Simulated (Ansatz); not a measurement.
## One input, then a changed one: Cd (diamond type)

First run: DFT, PBE, PAW with Ansatz's default frozen-core files, scalar-relativistic (Ansatz 0.2.0).

Command: `ansatz run input.yaml --threads 1 --pin off --max-ram 2048MiB --backend cpu --events-out ev --progress --plain --runs-dir out` It took 3.2 s on 1 thread of Arm Neoverse V2 (shared host), peak memory 0.33 GiB.

```yaml
crystal:
  lattice:
    - [0.0, 2.8202239124, 2.8202239124]
    - [2.8202239124, 0.0, 2.8202239124]
    - [2.8202239124, 2.8202239124, 0.0]
  atoms:
    - { symbol: Cd, position: [-0.125, -0.125, -0.125] }
    - { symbol: Cd, position: [0.125, 0.125, 0.125] }
kpoints:
  mp_grid: { grid: [12, 12, 12] }
scf:
  occupations: { method: fermi_dirac, width: 0.08 }
hamiltonian:
  xc: pbe
  pseudopotentials: { kind: paw }
output:
  forces: true
  stress: true
  eigenvalues: true
  populations: true
```

The cell comes from a relaxation on PAW files under the same functional, begun from a prototype that needn't be the stable phase.

This run: volume at 0.6 of the series' base cell.

It converges in 6 SCF iterations at a pressure of 33.3 GPa, cutoff 420 eV.

The input is then changed:

```diff
   occupations: { method: fermi_dirac, width: 0.08 }
+  eigensolver: { kind: davidson }
 hamiltonian:
   populations: true
+basis:
+  precision: f64
+  ecutwfc: "450 eV"
```

Question: Predict the outcome of the changed run.

Answer: It converges in 6 SCF iterations at a pressure of 33.3 GPa, cutoff 450 eV, free energy -1.0 meV/atom against the first run's. More than one line changes, and not each need have an effect.
